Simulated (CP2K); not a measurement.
Runs of CP2K 2026.2 on ZnSe (Stilleite). Symmetry: F-43m, No. 216, cubic system. Conventional cell: a = 5.668 Å, b = 5.668 Å, c = 5.668 Å, α = 90.00°, β = 90.00°, γ = 90.00°. Se (site symmetry -43m) has 4 Zn at 2.45 Å as nearest neighbours. Around Zn (site symmetry -43m) lie 4 Se at 2.45 Å. 

```tsv
potentials or basis	gap on the mesh (eV)	pressure (GPa)
GTH_POTENTIALS Se GTH-BLYP-q6, Zn GTH-BLYP-q12; DZVP-MOLOPT-SR-GTH basis	1.22	2.3
GTH_POTENTIALS Se GTH-PADE-q6, Zn GTH-PADE-q12; DZVP-MOLOPT-SR-GTH basis	1.37	1.4
POTENTIAL_UZH Se GTH-PBE0-q6, Zn GTH-PBE0-q12; DZVP-MOLOPT-SR-GTH basis	(b)	3.8
GTH_POTENTIALS Se GTH-PBE-q6, Zn GTH-PBE-q12; DZVP-MOLOPT-SR-GTH basis	1.30	2.8
POTENTIAL_UZH Se GTH-SCAN-q6, Zn GTH-SCAN-q12; DZVP-MOLOPT-SR-GTH basis	(a)	2.7
```

Alike in all rows: task single point; level PBE; no spin polarisation; cell as given; k mesh 8 × 8 × 8; smearing fermi-dirac 0.05 eV.

Fill in the values left out.

(a) 1.51; (b) 1.53.

Caveats: the basis of atomic orbitals isn't converged, which shifts pressures, moduli and gaps; the potentials were made for another functional, which shifts forces and pressure (some runs).

A k mesh can miss the band edges, and the runs leave out spin-orbit coupling on Se.
